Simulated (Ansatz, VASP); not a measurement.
# Cross-check of Si53BN72 (B_Si) between VASP and Ansatz, part 2 of 2

Aim: how closely do two programs agree when they are given the same cell, functional and k mesh? Of the first pair: The structure shown is the start of the Ansatz relaxation below; VASP solves that cell, so the two are compared at the walk's first step.

VASP 6.6.1 and Ansatz 0.2.0.

So far. Step 3 (VASP: single point, PBEsol, start cell, pair 1): The run ends at a pressure of -0.84 GPa, with forces up to 3.7 eV/Å.

## Step 5: Ansatz: relaxation, PBEsol

Level of this step: Ansatz beside VASP: Kohn-Sham DFT, plane waves, PBEsol (Ansatz).

This run makes the geometry at which the two programs are then compared.

The structure compared here is the end of the Ansatz relaxation.

Input file input.yaml:

```yaml
crystal:
  lattice:
    - [11.43668588, 6.60297367, 0.0]
    - [-11.43668588, 6.60297367, 0.0]
    - [0.0, 0.0, 2.91025578]
  atoms:
    - { symbol: Si, position: [0.01950046, 0.80655545, 0.75] }
    - { symbol: Si, position: [0.3528338, 0.47322211, 0.75] }
    - { symbol: Si, position: [0.68616713, 0.13988878, 0.75] }
    - { symbol: Si, position: [0.21294502, 0.01950046, 0.25] }
    - { symbol: Si, position: [0.54627835, 0.68616713, 0.25] }
    - { symbol: Si, position: [0.87961168, 0.3528338, 0.25] }
    - { symbol: Si, position: [0.13988878, 0.45372165, 0.25] }
    - { symbol: Si, position: [0.47322211, 0.12038832, 0.25] }
    - { symbol: Si, position: [0.80655545, 0.78705498, 0.25] }
    - { symbol: Si, position: [0.19344455, 0.21294502, 0.75] }
    - { symbol: Si, position: [0.52677789, 0.87961168, 0.75] }
    - { symbol: Si, position: [0.86011122, 0.54627835, 0.75] }
    - { symbol: Si, position: [0.12038832, 0.6471662, 0.75] }
    - { symbol: Si, position: [0.45372165, 0.31383287, 0.75] }
    - { symbol: Si, position: [0.78705498, 0.98049954, 0.75] }
    - { symbol: Si, position: [0.31383287, 0.86011122, 0.25] }
    - { symbol: Si, position: [0.6471662, 0.52677789, 0.25] }
    - { symbol: Si, position: [0.98049954, 0.19344455, 0.25] }
    - { symbol: "N", position: [0.0, 0.66666667, 0.75] }
    - { symbol: "N", position: [0.33333333, 0.33333333, 0.75] }
    - { symbol: "N", position: [0.66666667, 0.0, 0.75] }
    - { symbol: "N", position: [0.0, 0.33333333, 0.25] }
    - { symbol: "N", position: [0.33333333, 0.0, 0.25] }
    - { symbol: "N", position: [0.66666667, 0.66666667, 0.25] }
    - { symbol: "N", position: [0.21345843, 0.45653274, 0.75] }
    - { symbol: "N", position: [0.54679176, 0.12319941, 0.75] }
    - { symbol: "N", position: [0.8801251, 0.78986608, 0.75] }
    - { symbol: "N", position: [0.09025902, 0.8801251, 0.25] }
    - { symbol: "N", position: [0.42359235, 0.54679176, 0.25] }
    - { symbol: "N", position: [0.75692569, 0.21345843, 0.25] }
    - { symbol: "N", position: [0.12319941, 0.57640765, 0.25] }
    - { symbol: "N", position: [0.45653274, 0.24307431, 0.25] }
    - { symbol: "N", position: [0.78986608, 0.90974098, 0.25] }
    - { symbol: "N", position: [0.21013392, 0.09025902, 0.75] }
    - { symbol: "N", position: [0.54346726, 0.75692569, 0.75] }
    - { symbol: "N", position: [0.87680059, 0.42359235, 0.75] }
    - { symbol: "N", position: [0.1198749, 0.21013392, 0.25] }
    - { symbol: "N", position: [0.45320824, 0.87680059, 0.25] }
    - { symbol: "N", position: [0.78654157, 0.54346726, 0.25] }
    - { symbol: "N", position: [0.24307431, 0.78654157, 0.75] }
    - { symbol: "N", position: [0.57640765, 0.45320824, 0.75] }
    - { symbol: "N", position: [0.90974098, 0.1198749, 0.75] }
  supercell: [1, 1, 3]
  defects: [{ substitution: { at: 43, symbol: B } }]
total_charge: 1
basis:
  ecutwfc: 420
  xc_grid: 2
hamiltonian:
  xc: pbesol
  pseudopotentials: { kind: paw, azcp: { folder: soft_1 }, xc_functional: pbe }
kpoints:
  mp_grid: { grid: [1, 1, 1], shift: [0.25, 0.25, 0.25] }
scf:
  occupations: { method: fixed }
  max_iter: 100
output:
  forces: true
  charged_corrections: { epsilon: [4.29, 4.29, 4.37], static_epsilon: [8.29, 8.29, 8.25] }
relax:
  f_tol: 0.02
  max_steps: 80
  random_displacement: { amplitude: 0.05, seed: 477 }
checkpoint:
  write: "../qp1.relax.run"
  compress: false
  write_wavefunctions: true
  write_every: 100000
```

On the command line:

```console
$ ansatz run input.yaml --threads 8 --pin off --max-ram 22609MiB --backend cpu --events-out ev --progress --plain --runs-dir out
```

Numbers of over 12 decimals in the logs are rounded to 6 here.

Log:

```text
[...]
Crystal: 126 atoms, lattice volume = 1318.628 Å³
Basis set: ecut = 420 eV, 25805 PW (Γ), exchange–correlation on 180×180×120 points (8 copies of the dense FFT grid, shifted against one another)
Bands: 413, of which v1, the nominal top of the filled ones, is band 287 counted from 1 (286 counted from 0)
Symmetry: 1 space group operations
k-points: 1
[...]
SCF iter   1: F=—  HF=-60590.860935 eV  |F-HF|=—  |Δ(HF+E_count)|=         —  Δρ=1.49e-1  dr2=3.11e2  ethr=3.10e-3  ⟨swp⟩=6.0  Hψ=1641  notcnv=0  defer=123
[...]
- { symbol: Si, position: [0.473105, 0.121273, 0.417920] }
    - { symbol: Si, position: [0.804350, 0.785432, 0.417121] }
[...]
- { symbol: Si, position: [0.786853, 0.979789, 0.916988] }
    - { symbol: Si, position: [0.313779, 0.860287, 0.750059] }
    - { symbol: Si, position: [0.647086, 0.526024, 0.750459] }
    - { symbol: Si, position: [0.980558, 0.193272, 0.750274] }
[...]
- { symbol: N, position: [0.786879, 0.543483, 0.750784] }
    - { symbol: N, position: [0.243032, 0.786591, 0.916600] }
    - { symbol: N, position: [0.576325, 0.452527, 0.917337] }
    - { symbol: N, position: [0.909646, 0.119296, 0.916866] }
```

## Step 6: VASP: single point, PBEsol, relaxed cell, pair 2

The same cell, functional and mesh now go to VASP, with its own data sets.

Input file INCAR:

```
SYSTEM = Si53BN72
PREC = Accurate
ENCUT = 520
EDIFF = 1E-06
NELM = 120
ISMEAR = 0
SIGMA = 0.01
LREAL = Auto
ALGO = Normal
GGA = PS
NELECT = 574
NBANDS = 384
LORBIT = 11
LWAVE = .FALSE.
LCHARG = .FALSE.
ISIF = 2
ISYM = 0
LASPH = .TRUE.
GGA_COMPAT = .FALSE.
NCORE = 4
```

Input file POSCAR:

```
Si53BN72
1.0
   11.4366858800      6.6029736700      0.0000000000
  -11.4366858800      6.6029736700      0.0000000000
    0.0000000000      0.0000000000      8.7307673400
Si N B
53 72 1
Direct
    0.0190237558      0.8064833296      0.2508503556
    0.3523434388      0.4725925860      0.2552988785
[... 7 atom lines left out ...]
    0.1924908732      0.2117468943      0.2500918673
[... 3 atom lines left out ...]
    0.4540928636      0.3133053148      0.2507788473
[... 7 atom lines left out ...]
    0.5387593002      0.6789896311      0.4194298041
[... 1 atom line left out ...]
    0.1444122645      0.4542286006      0.4198163975
[... 2 atom lines left out ...]
    0.1967609972      0.2193102705      0.5836780983
    0.5263650240      0.8787212106      0.5832175370
[... 1 atom line left out ...]
    0.1213290826      0.6471363489      0.5836025824
    0.4520754027      0.3171233806      0.5841269069
[... 2 atom lines left out ...]
    0.6470402180      0.5260786537      0.4173629724
    0.9806241037      0.1932800376      0.4173024453
[... 1 atom line left out ...]
    0.3522603639      0.4723827010      0.9113417891
[... 2 atom lines left out ...]
    0.5389198741      0.6789557239      0.7466552236
[... 1 atom line left out ...]
    0.1442179973      0.4540332700      0.7470466515
[... 2 atom lines left out ...]
    0.1924251041      0.2116940242      0.9171707307
[... 3 atom lines left out ...]
    0.4540529626      0.3132638464      0.9172820397
[... 2 atom lines left out ...]
    0.6470859109      0.5260237061      0.7504593995
    0.9805580787      0.1932723576      0.7502744269
[... 1 atom line left out ...]
    0.3328883882      0.3318945982      0.2503555846
[... 4 atom lines left out ...]
    0.2131865804      0.4553186862      0.2497359349
[... 3 atom lines left out ...]
    0.4224499280      0.5428167563      0.0831950796
[... 5 atom lines left out ...]
    0.5388775952      0.7519574163      0.2512680659
[... 5 atom lines left out ...]
    0.5763424519      0.4525185216      0.2505987778
[... 2 atom lines left out ...]
    0.3351918699      0.3438215223      0.5835450812
[... 1 atom line left out ...]
    0.0020080824      0.3341891746      0.4180424409
[... 1 atom line left out ...]
    0.6638355252      0.6649650744      0.4165617711
    0.2210523812      0.4557435812      0.5833920608
[... 3 atom lines left out ...]
    0.4167962007      0.5394845359      0.4286532296
[... 1 atom line left out ...]
    0.1248296126      0.5760882935      0.4176512291
    0.4547751228      0.2433883189      0.4187684441
[... 1 atom line left out ...]
    0.2125688442      0.0946657895      0.5836375113
    0.5414282601      0.7552842678      0.5831721777
[... 1 atom line left out ...]
    0.1205671325      0.2111852683      0.4168411606
[... 3 atom lines left out ...]
    0.5784814387      0.4525757938      0.5839623023
[... 2 atom lines left out ...]
    0.3327953896      0.3317386726      0.9169616474
[... 1 atom line left out ...]
    0.0018306441      0.3340507850      0.7490988900
[... 1 atom line left out ...]
    0.6638783890      0.6648995382      0.7504188484
    0.2131836464      0.4553325942      0.9170477820
[... 3 atom lines left out ...]
    0.4168389079      0.5392725581      0.7376673785
[... 1 atom line left out ...]
    0.1247041216      0.5759536002      0.7494834962
    0.4548903513      0.2433882025      0.7494099131
[... 2 atom lines left out ...]
    0.5388507214      0.7518378657      0.9148719642
[... 1 atom line left out ...]
    0.1205722382      0.2113474065      0.7505204320
[... 3 atom lines left out ...]
    0.5763249128      0.4525270782      0.9173368344
[... 1 atom line left out ...]
    0.3498076059      0.4717146993      0.5830533202
```

Input file KPOINTS:

```
Points of the shifted mesh
1
Reciprocal
 0.2500000000  0.2500000000  0.2500000000 1
```

Potentials, in the order of the species: Si, N and B (PBE family, release 64).

On the command line:

```console
$ mpirun -np 16 vasp_std
```

Log:

```text
[banner, memory and clock lines left out]
running   16 mpi-ranks, on    1 nodes
[...]
[... a notice as in an earlier step ...]

 LDA part: xc-table for (Slater+PW92), standard interpolation
 POSCAR, INCAR and KPOINTS ok, starting setup
[...]
entering main loop
       N       E                     dE             d eps       ncg     rms          rms(c)
DAV:   1     0.265933293790E+04    0.26593E+04   -0.28326E+05   776   0.139E+03
DAV:   2    -0.960899368221E+03   -0.36202E+04   -0.34762E+04   944   0.298E+02
DAV:   3    -0.121865537241E+04   -0.25776E+03   -0.25530E+03   936   0.813E+01
DAV:   4    -0.122441723230E+04   -0.57619E+01   -0.57398E+01   984   0.124E+01
DAV:   5    -0.122453943581E+04   -0.12220E+00   -0.12202E+00   944   0.181E+00BRMIX: very serious problems
 the old and the new charge density differ
 old charge density:   575.00000 new  574.00000
    0.852E+01
DAV:   6    -0.109208982988E+04    0.13245E+03   -0.50827E+02   896   0.303E+01    0.391E+01
DAV:   7    -0.108942602273E+04    0.26638E+01   -0.25415E+01  1000   0.848E+00    0.190E+01
DAV:   8    -0.108958837140E+04   -0.16235E+00   -0.25681E+01  1024   0.534E+00    0.934E+00
DAV:   9    -0.108847708706E+04    0.11113E+01   -0.17372E+00  1032   0.335E+00    0.365E+00
[...]
DAV:  28    -0.108833366602E+04    0.33008E-05   -0.22260E-05   832   0.514E-03    0.942E-03
DAV:  29    -0.108833366566E+04    0.36330E-06   -0.14918E-05   824   0.507E-03    0.144E-02
DAV:  30    -0.108833366643E+04   -0.77326E-06   -0.48269E-06   720   0.433E-03
   1 F= -.10883337E+04 E0= -.10883320E+04  d E =-.337794E-02
```

From OUTCAR (step 6):

```text
  FREE ENERGIE OF THE ION-ELECTRON SYSTEM (eV)
  ---------------------------------------------------
  free  energy   TOTEN  =     -1088.3336664297 eV

  energy  without entropy=    -1088.3302884943  energy(sigma->0) =    -1088.33197746
```

The run ends at a pressure of -2.38 GPa, with forces up to 0.028 eV/Å.

## Step 7: Differences

Both answers:

```tsv
quantity	Ansatz	VASP	difference
gap on the k mesh (eV)	0.020	0.022	-0.002
```

At this near-relaxed geometry the largest component of a force difference is 19 meV/Å. A gap on the mesh is an upper bound, since the band edges may lie between its points. The cell carries a charge of +1 e against a uniform background, so its pressure also hangs on how the neutralising background is counted, and in a defect's cell a gap may be the spacing between its levels.

## Step 8: Ansatz: relaxation, PBEsol

The two programs are compared at the cell with which this relaxation starts, whose forces are those of its first step.

The structure compared here is the start of the Ansatz relaxation; VASP solves that cell, so the two are compared at the walk's first step.

Changes to input.yaml since step 5:

```diff
@@ -50,3 +50,3 @@
   defects: [{ substitution: { at: 43, symbol: B } }]
-total_charge: 1
+total_charge: -1
 basis:
@@ -68,5 +68,5 @@
   max_steps: 80
-  random_displacement: { amplitude: 0.05, seed: 477 }
+  random_displacement: { amplitude: 0.05, seed: 475 }
 checkpoint:
-  write: "../qp1.relax.run"
+  write: "../qm1.relax.run"
   compress: false
```

On the command line:

```console
$ ansatz run input.yaml --threads 8 --pin off --max-ram 22609MiB --backend cpu --events-out ev --progress --plain --runs-dir out
```

Log:

```text
[...]
Crystal: 126 atoms, lattice volume = 1318.628 Å³
Basis set: ecut = 420 eV, 25805 PW (Γ), exchange–correlation on 180×180×120 points (8 copies of the dense FFT grid, shifted against one another)
Bands: 414, of which v1, the nominal top of the filled ones, is band 288 counted from 1 (287 counted from 0)
Symmetry: 1 space group operations
k-points: 1
[...]
SCF iter   1: F=—  HF=-60571.825493 eV  |F-HF|=—  |Δ(HF+E_count)|=         —  Δρ=1.46e-1  dr2=2.94e2  ethr=3.10e-3  ⟨swp⟩=6.0  Hψ=1647  notcnv=0  defer=122
[...]
- { symbol: Si, position: [0.473543, 0.122741, 0.417749] }
    - { symbol: Si, position: [0.804551, 0.785923, 0.417055] }
[...]
- { symbol: Si, position: [0.787385, 0.980872, 0.916797] }
    - { symbol: Si, position: [0.314484, 0.861518, 0.750271] }
    - { symbol: Si, position: [0.646971, 0.526808, 0.749997] }
    - { symbol: Si, position: [0.981558, 0.194598, 0.750084] }
[...]
- { symbol: N, position: [0.787443, 0.544736, 0.750670] }
    - { symbol: N, position: [0.243582, 0.787384, 0.916825] }
    - { symbol: N, position: [0.577226, 0.452854, 0.917180] }
    - { symbol: N, position: [0.909722, 0.120553, 0.916775] }
```

## Step 9: VASP: single point, PBEsol, start cell, pair 3

The same cell, functional and mesh now go to VASP, with its own data sets.

Changes to INCAR since step 6:

```diff
@@ -10,3 +10,3 @@
 GGA = PS
-NELECT = 574
+NELECT = 576
 NBANDS = 384
@@ -19,2 +19,3 @@
 GGA_COMPAT = .FALSE.
+EFERMI = MIDGAP
 NCORE = 4
```

Input file POSCAR:

```
Si53BN72
1.0
   11.4366858822      6.6029736727      0.0000000000
  -11.4366858822      6.6029736727      0.0000000000
    0.0000000000      0.0000000000      8.7307673276
Si N B
53 72 1
Direct
    0.0216793503      0.8107121255      0.2517683633
    0.3520142948      0.4765128615      0.2505606802
[... 7 atom lines left out ...]
    0.1907833977      0.2124393217      0.2543690510
[... 3 atom lines left out ...]
    0.4539383001      0.3120906515      0.2549881261
[... 7 atom lines left out ...]
    0.5473003236      0.6837778850      0.4200960651
[... 1 atom line left out ...]
    0.1438673075      0.4554282821      0.4190021178
[... 2 atom lines left out ...]
    0.1898097640      0.2124703497      0.5857831057
    0.5252374848      0.8822886482      0.5820927084
[... 1 atom line left out ...]
    0.1190609759      0.6500774838      0.5826024001
    0.4499912092      0.3139370222      0.5835445854
[... 2 atom lines left out ...]
    0.6498443279      0.5254269036      0.4186500296
    0.9817930094      0.1921400371      0.4120605744
[... 1 atom line left out ...]
    0.3531906329      0.4770740738      0.9179720063
[... 2 atom lines left out ...]
    0.5436201126      0.6865960601      0.7463120658
[... 1 atom line left out ...]
    0.1390898544      0.4517974024      0.7551363761
[... 2 atom lines left out ...]
    0.1973939452      0.2152702778      0.9190650373
[... 3 atom lines left out ...]
    0.4552743210      0.3115768359      0.9194276630
[... 2 atom lines left out ...]
    0.6497331674      0.5307513213      0.7477783745
    0.9776269373      0.1923836341      0.7542795213
[... 1 atom line left out ...]
    0.3293532768      0.3299687523      0.2511371473
[... 4 atom lines left out ...]
    0.2117937273      0.4523084208      0.2513110151
[... 3 atom lines left out ...]
    0.4250887146      0.5440890101      0.0820260091
[... 5 atom lines left out ...]
    0.5417730451      0.7595454859      0.2506100458
[... 5 atom lines left out ...]
    0.5785065351      0.4536523584      0.2549395622
[... 2 atom lines left out ...]
    0.3368250510      0.3339115322      0.5803741882
[... 1 atom line left out ...]
    0.9999690803      0.3364120883      0.4199668669
[... 1 atom line left out ...]
    0.6685113840      0.6643032593      0.4181688577
    0.2129988675      0.4525492957      0.5837785854
[... 3 atom lines left out ...]
    0.4242543064      0.5508505962      0.4161657119
[... 1 atom line left out ...]
    0.1221294897      0.5772769034      0.4217970611
    0.4530619923      0.2436409219      0.4166144697
[... 1 atom line left out ...]
    0.2065054395      0.0902157194      0.5815925233
    0.5422130286      0.7526768837      0.5836307175
[... 1 atom line left out ...]
    0.1206447107      0.2140252591      0.4185774128
[... 3 atom lines left out ...]
    0.5801783461      0.4569928346      0.5829488760
[... 2 atom lines left out ...]
    0.3314606992      0.3329166280      0.9217815225
[... 1 atom line left out ...]
    0.9974279893      0.3341021831      0.7534329748
[... 1 atom line left out ...]
    0.6689198199      0.6709987438      0.7507600139
    0.2103911284      0.4553049985      0.9126121108
[... 3 atom lines left out ...]
    0.4237615506      0.5476497132      0.7556017418
[... 1 atom line left out ...]
    0.1273777054      0.5773832448      0.7499415291
    0.4591812118      0.2458290200      0.7459899864
[... 2 atom lines left out ...]
    0.5407218543      0.7526782747      0.9156883582
[... 1 atom line left out ...]
    0.1222996661      0.2131958409      0.7538576797
[... 3 atom lines left out ...]
    0.5806967470      0.4560835492      0.9165690368
[... 1 atom line left out ...]
    0.3560150753      0.4739520383      0.5870395817
```

KPOINTS is that of step 6.

On the command line:

```console
$ mpirun -np 16 vasp_std
```

Log:

```text
[... set-up lines as in an earlier step ...]
 entering main loop
       N       E                     dE             d eps       ncg     rms          rms(c)
DAV:   1     0.270462954484E+04    0.27046E+04   -0.28459E+05   776   0.139E+03
DAV:   2    -0.941147098032E+03   -0.36458E+04   -0.34941E+04   936   0.299E+02
DAV:   3    -0.120734974379E+04   -0.26620E+03   -0.26395E+03   936   0.827E+01
DAV:   4    -0.121343592571E+04   -0.60862E+01   -0.60590E+01   952   0.127E+01
DAV:   5    -0.121360139311E+04   -0.16547E+00   -0.16513E+00   944   0.203E+00BRMIX: very serious problems
 the old and the new charge density differ
 old charge density:   575.00000 new  576.00000
    0.869E+01
DAV:   6    -0.107289947462E+04    0.14070E+03   -0.52155E+02   904   0.310E+01    0.397E+01
DAV:   7    -0.107076434319E+04    0.21351E+01   -0.26542E+01   968   0.745E+00    0.184E+01
DAV:   8    -0.106980990338E+04    0.95444E+00   -0.19063E+00   920   0.243E+00    0.641E+00
DAV:   9    -0.106966915487E+04    0.14075E+00   -0.35889E-01   952   0.114E+00    0.944E-01
[...]
DAV:  16    -0.106968704570E+04   -0.19773E-04   -0.21941E-05   888   0.783E-03    0.660E-03
DAV:  17    -0.106968704691E+04   -0.12071E-05   -0.50554E-06   888   0.390E-03    0.536E-03
DAV:  18    -0.106968704695E+04   -0.42011E-07   -0.88425E-07   608   0.196E-03
   1 F= -.10696870E+04 E0= -.10696870E+04  d E =0.000000E+00
```

OUTCAR, selected parts (step 9):

```text
  FREE ENERGIE OF THE ION-ELECTRON SYSTEM (eV)
  ---------------------------------------------------
  free  energy   TOTEN  =     -1069.6870469503 eV

  energy  without entropy=    -1069.6870469503  energy(sigma->0) =    -1069.68704695
```

The run ends at a pressure of 1.70 GPa, with forces up to 3.9 eV/Å.

## Step 10: Side by side

Forces on 9 of the 126 atoms, those with the largest forces and the largest differences (eV/Å; atoms numbered as in POSCAR):

```tsv
atom	Ansatz x, y, z	VASP x, y, z
Si18	1.062, 1.873, 2.479	1.065, 1.875, 2.497
Si28	2.794, -0.137, 0.686	2.825, -0.118, 0.686
Si31	0.082, 2.167, -0.080	0.118, 2.188, -0.088
Si42	0.035, 0.561, -3.677	0.030, 0.556, -3.694
Si44	2.812, -1.178, 0.685	2.824, -1.168, 0.690
N54	0.126, 3.290, -0.115	0.122, 3.316, -0.116
N79	-3.815, -0.306, 0.485	-3.859, -0.314, 0.487
N94	-2.367, 1.804, -0.663	-2.389, 1.823, -0.670
N116	-3.020, 1.418, -0.688	-3.027, 1.422, -0.706
```

The forces differ by 11 meV/Å r.m.s., which is 0.9 % of the r.m.s. force of 1.177 eV/Å (both taken over all components). The cell carries a charge of -1 e against a uniform background, so its pressure also hangs on how the neutralising background is counted, and in a defect's cell a gap may be the spacing between its levels.

## Step 11: What came out

```
r.m.s. force difference (single point, PBEsol, start cell, pair 1)           : 1.4 % of the r.m.s. force
difference in gap on the k mesh (single point, PBEsol, relaxed cell, pair 2) : -0.0020 eV
r.m.s. force difference (single point, PBEsol, start cell, pair 3)           : 0.91 % of the r.m.s. force
```

The r.m.s. force difference is 1.4 % of the r.m.s. force (single point, PBEsol, start cell, pair 1), within the 3 % picked in this series as the mark of a large difference. VASP runs on this material, other cells of it included, that failed, so that no pair exists: single point, PBEsol (timeout). 1 further run of this series is not shown here. Such differences can come from data sets, numerical settings and the points named under the comparisons, not from the functional's error against experiment.

[Lines on the potential files, build, host, timing and source positions are cut from VASP's logs without a mark.]

[Logs are printed without paths, hosts, clocks, repeated set-up lines and the standing remarks that a program may print on its own settings, such as how far it seeks lower states.]

[Hosts, paths, dates, database ids (printed as entryN), source tags and the programs' standing remarks are cut or masked in the printed files.]
